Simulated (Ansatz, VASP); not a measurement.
## Ni (Ni strained to the junction's net): VASP beside Ansatz

One calculation is typed for both programs; each brings its own data sets. How far apart do they land? The structure shown is the end of the Ansatz relaxation below.

Calculated with Ansatz 0.2.0; plane waves, with VASP 6.6.1 beside it; single point at PBE.

## Step 1: Starting point

It takes space group R-3m (No. 166, trigonal). The conventional cell has a = 2.543 Å, b = 2.543 Å, c = 6.021 Å, α = 90.00°, β = 90.00°, γ = 120.00°. Nearest to Ni lie 12 Ni at 2.49 to 2.54 Å.

## Step 2: Ansatz: relaxation, PBE

Ansatz runs on its default PAW (the set named soft_2) files.

This run makes the geometry at which the two programs are then compared.

input.yaml

```yaml
crystal:
  lattice:
    - [4.405, 0.0, 0.0]
    - [-2.2025, 3.8148419037, 0.0]
    - [0.0, 0.0, 6.0038645129]
  atoms:
    - { symbol: Ni, position: [0.66666667, 0.33333333, 0.0], spin: 0.7 }
    - { symbol: Ni, position: [0.0, 0.0, 0.0], spin: 0.7 }
    - { symbol: Ni, position: [0.33333333, 0.66666667, 0.0], spin: 0.7 }
    - { symbol: Ni, position: [0.0, 0.66666667, 0.3333333333], spin: 0.7 }
    - { symbol: Ni, position: [0.33333333, 0.33333333, 0.3333333333], spin: 0.7 }
    - { symbol: Ni, position: [0.66666667, 0.0, 0.3333333333], spin: 0.7 }
    - { symbol: Ni, position: [0.0, 0.33333333, 0.6666666667], spin: 0.7 }
    - { symbol: Ni, position: [0.33333333, 0.0, 0.6666666667], spin: 0.7 }
    - { symbol: Ni, position: [0.66666667, 0.66666667, 0.6666666667], spin: 0.7 }
magnetization:
  spin_polarized: true
kpoints:
  mp_grid: { grid: [12, 12, 5] }
scf:
  occupations: { method: fermi_dirac, width: 0.1 }
  max_iter: 150
hamiltonian:
  xc: pbe
relax:
  f_tol: 0.01
  max_steps: 40
  cell: { fix: [a, b, angles] }
```

The run is started by

```bash
> ansatz run input.yaml --threads 8 --pin off --max-ram 40960MiB --backend cuda --events-out ev --progress --plain --runs-dir out
```

Numbers of over 12 decimals in the logs are rounded to 6 here.

What it wrote:

```text
Engine: ansatz 0.2.0, aarch64-unknown-linux-gnu
Pseudopotentials: kind: paw
Pseudopotential: Ni, paw, valence charge 18, recommended cutoff 420 eV (normal), Ni.paw.azcp
Functional definition: PBE
  parameter kappa = 0.804
  parameter beta = 0.066725
  exchange = pbe_x(kappa = kappa, mu = beta*pi^2/3)
  correlation = pbe_c(beta = beta)
[...]
Crystal: 9 atoms, lattice volume = 100.891 Å³
Basis set: ecut = 420 eV, 1995 PW (Γ), exchange–correlation on 60×60×90 points (8 copies of the dense FFT grid, shifted against one another)
Bands: 101, of which v1, the nominal top of the filled ones, is band 81 counted from 1 (80 counted from 0)
Symmetry: 108 space group operations
Space group: R-3m (ITA 166), of the structure as read, at distance tolerance 4.7e-5 Å
Magnetic group: BNS 166.97 (UNI 1327), of the structure as read, at distance tolerance 4.7e-5 Å
k-points: 81 of 720
Non-local potential: Ni, projectors of the file, l = 0: 3, l = 1: 2, l = 2: 3, l = 3: 1
PAW form: soft (Blöchl's): semilocal exchange-correlation on the pseudo side does not see the compensation charge
PAW one-centre angular grid: Ni, 590 points (default); XC on 64 Gauss nodes
Initial density: superposition of atomic densities (chi_scale 0.1, normalization cell)
Starting moments: Σ|m| = 6.3 μB on 9 of 9 sites
Initial wavefunctions: pseudopotential atomic-orbital guess
[...]
Functional: x = pbe(κ = 0.804, μ = 0.219515), c = pbe(β = 0.066725)
iter 1 solved again at ethr=2.14e-3 eV; its pass at ethr=3.10e-3 eV (dr2=3.47e0 eV) is discarded
SCF iter   1: F=—  HF=-52550.361325 eV  |F-HF|=—  |Δ(HF+E_count)|=         —  Δρ=6.11e-2 (↑1.50e-2 ↓6.11e-2)  dr2=3.48e0  dr2_m=5.29e-1  M=6.572 μB ∫|m|=6.935 μB  β_m=0.30  ethr=2.14e-3  ⟨swp⟩=1.9  Hψ=68637  notcnv=0
Mixer restart at iter 1: flushing history
preconditioner: auto → Kerker (q_TF=auto, 2.952 Å⁻¹)  [metal: Δε(μ)=0.001 eV  Ē_g=7.981 eV  σ=0.100 eV  W_gap=0.00  n_scr=40 (ndim 8)  ℏωp=35.1 eV  f_vac=0.000  D(μ)=16.08/eV (n_scr^D=262)]
spin=Collinear: Kerker preconditioning applied to the charge; magnetization (m = ρ↑ − ρ↓) channel mixes plain (no charge-response kernel on spin).
SCF iter   2: F=—  HF=-52550.400843 eV  |F-HF|=—  |Δ(HF+E_count)|=   3.95e-2  Δρ=2.59e-2 (↑2.59e-2 ↓1.56e-2)  dr2=1.26e-1  dr2_m=2.87e-1  M=6.487 μB ∫|m|=6.951 μB  β_m=0.31  ethr=2.14e-3  ⟨swp⟩=2.1  Hψ=25649  notcnv=0  defer=1
SCF iter   3: F=—  HF=-52550.873917 eV  |F-HF|=—  |Δ(HF+E_count)|=         —  Δρ=6.15e-2 (↑2.31e-2 ↓6.15e-2)  dr2=1.22e0  dr2_m=1.56e0  M=7.973 μB ∫|m|=8.628 μB  β_m=1.00  ethr=7.81e-5  ⟨swp⟩=2.0  Hψ=28039  notcnv=0  defer=1168
Mixer restart at iter 3: flushing history
SCF iter   4: F=—  HF=-52558.888135 eV  |F-HF|=—  |Δ(HF+E_count)|=    8.01e0  Δρ=1.13e-1 (↑4.87e-2 ↓1.13e-1)  dr2=1.38e1  dr2_m=1.08e0  M=5.818 μB ∫|m|=6.696 μB  β_m=0.31  ethr=3.09e-5  ⟨swp⟩=3.4  Hψ=41566  notcnv=0  defer=1168
[...]
SCF iter  12: F=-52557.623807 eV  HF=-52557.623807 eV  |F-HF|=1.38e-10  |Δ(HF+E_count)|=   1.10e-8  Δρ=1.34e-6 (↑1.14e-6 ↓1.34e-6)  dr2=3.64e-9  dr2_m=5.94e-11  M=5.709 μB ∫|m|=6.533 μB  ethr=6.17e-11  ⟨swp⟩=2.5  Hψ=54442  notcnv=0
SCF 1 converged in 12 iterations: F = -52557.623807 eV  dr2 = 3.64e-9
  greatest PAW one-centre occupation: 1.001 electrons in one spin orbital (limit 2), on the Ni atom at site 8 (counted from 0), in its partial waves of l = 1
relax step   1: F+E_penalty+E_count = -52557.62380695 eV  Δ(F+E_penalty+E_count) = +0.000e0 eV  max|allowed force component| = 2.018e-26 eV/Å  Δτ_max = 0.0000 Å  P = -4.719 GPa  Ω = 100.891 Å³  fix = [a, b, alpha, beta, gamma]  reactions: a -7.600, b -7.600 GPa  (12 SCF iters, dr2 threshold 1.00e-7 eV, accepted)
[...]
relax step   2: F+E_penalty+E_count = -52557.62443086 eV  Δ(F+E_penalty+E_count) = -6.239e-4 eV  max|allowed force component| = 9.085e-27 eV/Å  Δτ_max = 0.0000 Å  P = -4.965 GPa  Ω = 101.025 Å³  energy of the carried Pulay correction = -4.706e-5 eV  fix = [a, b, alpha, beta, gamma]  reactions: a -7.731, b -7.731 GPa  (7 SCF iters, dr2 threshold 9.00e-7 eV, accepted)
[...]
relax step   3: F+E_penalty+E_count = -52557.62465982 eV  Δ(F+E_penalty+E_count) = -2.290e-4 eV  max|allowed force component| = 6.894e-26 eV/Å  Δτ_max = 0.0000 Å  P = -5.257 GPa  Ω = 101.186 Å³  energy of the carried Pulay correction = -1.035e-4 eV  fix = [a, b, alpha, beta, gamma]  reactions: a -7.888, b -7.888 GPa  (7 SCF iters, dr2 threshold 8.08e-7 eV, accepted)
[...]
relax step   4: F+E_penalty+E_count = -52557.62476253 eV  Δ(F+E_penalty+E_count) = -1.027e-4 eV  max|allowed force component| = 2.352e-27 eV/Å  Δτ_max = 0.0000 Å  P = -5.261 GPa  Ω = 101.186 Å³  fix = [a, b, alpha, beta, gamma]  reactions: a -7.891, b -7.891 GPa  stress off target by 8.76e-4 GPa on what of the cell is left free  SCF on the basis re-selected at this cell (its energy is not comparable with the rows above)  (6 SCF iters)
[...]
SCF converged after 6 iterations
[...]
k-point 1 ↑: bands = ["-86.1677", "-86.1506", "-86.1388", "-86.1339", "-86.1339", "-86.1339", "-86.1339", "-86.1339", "-86.1339", "-46.6524", "-46.5877", "-46.5877", "-46.5877", "-46.5877", "-46.5877", "-46.5877", "-46.5781", "-46.5436", "-46.5436", "-46.5436", "-46.5436", "-46.5436", "-46.5436", "-46.4928", "-46.4928", "-46.4928", "-46.4928", "-46.4928", "-46.4928", "-46.4699", "-46.4607", "-46.4607", "-46.4487",  [...]
  k-point 2 ↑: bands = ["-86.1636", "-86.1576", "-86.1360", "-86.1339", "-86.1339", "-86.1339", "-86.1339", "-86.1339", "-86.1339", "-46.6702", "-46.5946", "-46.5946", "-46.5946", "-46.5946", "-46.5946", "-46.5946", "-46.5343", "-46.5260", "-46.5260", "-46.5260", "-46.5260", "-46.5260", "-46.5260", "-46.5035", "-46.5035", "-46.5035", "-46.5035", "-46.5035", "-46.5035", "-46.4960", "-46.4636", "-46.4636", "-46.4416",  [...]
  k-point 80 ↓: bands = ["-85.3019", "-85.3019", "-85.3019", "-85.2943", "-85.2943", "-85.2943", "-85.2847", "-85.2847", "-85.2847", "-45.8007", "-45.8007", "-45.8007", "-45.7797", "-45.7797", "-45.7797", "-45.7175", "-45.7175", "-45.7175", "-45.6948", "-45.6948", "-45.6948", "-45.6795", "-45.6795", "-45.6795", "-45.6752", "-45.6752", "-45.6752", "-45.6677", "-45.6677", "-45.6677", "-45.6433", "-45.6433", "-45.6433", [...]
--- Relaxed structure (3 steps of the walk, 3 accepted, 1 SCFs on fresh bases) ---
  F+E_penalty+E_count = -52557.62476253 eV   max|allowed force component| = 2.352e-27 eV/Å   (the final SCF, on the basis selected at the relaxed cell)
  cell:  # Å, volume = 101.1855 Å³
    - [4.405000, 0, 0]
    - [-2.202500, 3.814842, 0]
    - [0, 0, 6.021379]
  atoms:
    - { symbol: Ni, position: [0.666667, 0.333333, 0] }
    - { symbol: Ni, position: [0, 0, 0] }
    - { symbol: Ni, position: [0.333333, 0.666667, 0] }
    - { symbol: Ni, position: [0, 0.666667, 0.333333] }
    - { symbol: Ni, position: [0.333333, 0.333333, 0.333333] }
    - { symbol: Ni, position: [0.666667, 0, 0.333333] }
    - { symbol: Ni, position: [0, 0.333333, 0.666667] }
    - { symbol: Ni, position: [0.333333, 0, 0.666667] }
    - { symbol: Ni, position: [0.666667, 0.666667, 0.666667] }
```

## Step 3: VASP: single point, PBE

The same cell, functional, mesh and smearing now go to VASP, with its own data sets.

Lines of VASP's logs that name or quote its potential files are left out, and so is its time.

INCAR

```
SYSTEM = Ni
PREC = Accurate
ENCUT = 600
EDIFF = 1E-06
NELM = 200
ISMEAR = -1
SIGMA = 0.1
LREAL = .FALSE.
ALGO = Normal
GGA = PE
NBANDS = 64
ISPIN = 2
MAGMOM = 0.68 0.68 0.68 0.68 0.68 0.68 0.68 0.68 0.68
LASPH = .TRUE.
LMAXMIX = 4
LORBIT = 11
LWAVE = .FALSE.
LCHARG = .FALSE.
ISIF = 2
GGA_COMPAT = .FALSE.
KPAR = 2
```

POSCAR

```
Ni
1.0
    4.4050000000      0.0000000000      0.0000000000
   -2.2025000000      3.8148419037      0.0000000000
    0.0000000000      0.0000000000      6.0213788631
Ni
9
Direct
    0.6666666667      0.3333333333      0.0000000000
    0.0000000000      0.0000000000      0.0000000000
    0.3333333333      0.6666666667      0.0000000000
    0.0000000000      0.6666666667      0.3333333333
    0.3333333333      0.3333333333      0.3333333333
    0.6666666667      0.0000000000      0.3333333333
    0.0000000000      0.3333333333      0.6666666667
    0.3333333333      0.0000000000      0.6666666667
    0.6666666667      0.6666666667      0.6666666667
```

KPOINTS

```
Automatic mesh
0
Gamma
12 12 5
0 0 0
```

The projector-augmented-wave data sets are Ni (PBE family, release 64).

The run is started by

```bash
> mpirun -np 2 vasp_std
```

What it wrote:

```text
[banner, memory and clock lines left out]
running    2 mpi-ranks, on    1 nodes
 distrk:  each k-point on    1 cores,    2 groups
 distr:  one band on    1 cores,    1 groups

 POSCAR found type information on POSCAR Ni
 POSCAR found :  1 types and       9 ions
 LDA part: xc-table for (Slater+PW92), standard interpolation
 POSCAR, INCAR and KPOINTS ok, starting setup
 FFT: planning ... GRIDC
 FFT: planning ... GRID_SOFT
 FFT: planning ... GRID
 WAVECAR not read
 entering main loop
       N       E                     dE             d eps       ncg     rms          rms(c)
DAV:   1     0.750389856530E+03    0.75039E+03   -0.41010E+04 20792   0.223E+03
DAV:   2     0.216474536574E+02   -0.72874E+03   -0.68990E+03 20736   0.426E+02
DAV:   3    -0.561287405550E+02   -0.77776E+02   -0.67872E+02 21192   0.168E+02
DAV:   4    -0.585400946871E+02   -0.24114E+01   -0.23916E+01 23032   0.342E+01
DAV:   5    -0.585888766591E+02   -0.48782E-01   -0.48768E-01 30064   0.335E+00    0.289E+01
DAV:   6    -0.526532414136E+02    0.59356E+01   -0.70528E+01 22280   0.866E+01    0.189E+01
DAV:   7    -0.494983702577E+02    0.31549E+01   -0.13011E+01 23528   0.367E+01    0.533E+00
DAV:   8    -0.494014327487E+02    0.96938E-01   -0.14879E-01 25840   0.239E+00    0.272E+00
DAV:   9    -0.493790215687E+02    0.22411E-01   -0.74235E-03 29608   0.583E-01    0.844E-01
DAV:  10    -0.493737366242E+02    0.52849E-02   -0.17220E-03 25896   0.309E-01    0.226E-01
DAV:  11    -0.493734320526E+02    0.30457E-03   -0.82939E-04 25944   0.227E-01    0.718E-02
DAV:  12    -0.493733870293E+02    0.45023E-04   -0.80761E-05 26200   0.616E-02    0.341E-02
DAV:  13    -0.493733884313E+02   -0.14020E-05   -0.88215E-06 26072   0.173E-02    0.159E-02
DAV:  14    -0.493733890002E+02   -0.56889E-06   -0.17462E-06 17704   0.869E-03
   1 F= -.49373389E+02 E0= -.49122747E+02  d E =-.501283E+00  mag=     5.5956
```

[end of part 1 of 2]

[Lines on the potential files, build, host, timing and source positions are cut from VASP's logs without a mark.]

[Logs are printed without paths, hosts, clocks, repeated set-up lines and the standing remarks that a program may print on its own settings, such as how far it seeks lower states.]

[Hosts, paths, dates, database ids (printed as entryN), source tags and the programs' standing remarks are cut or masked in the printed files.]
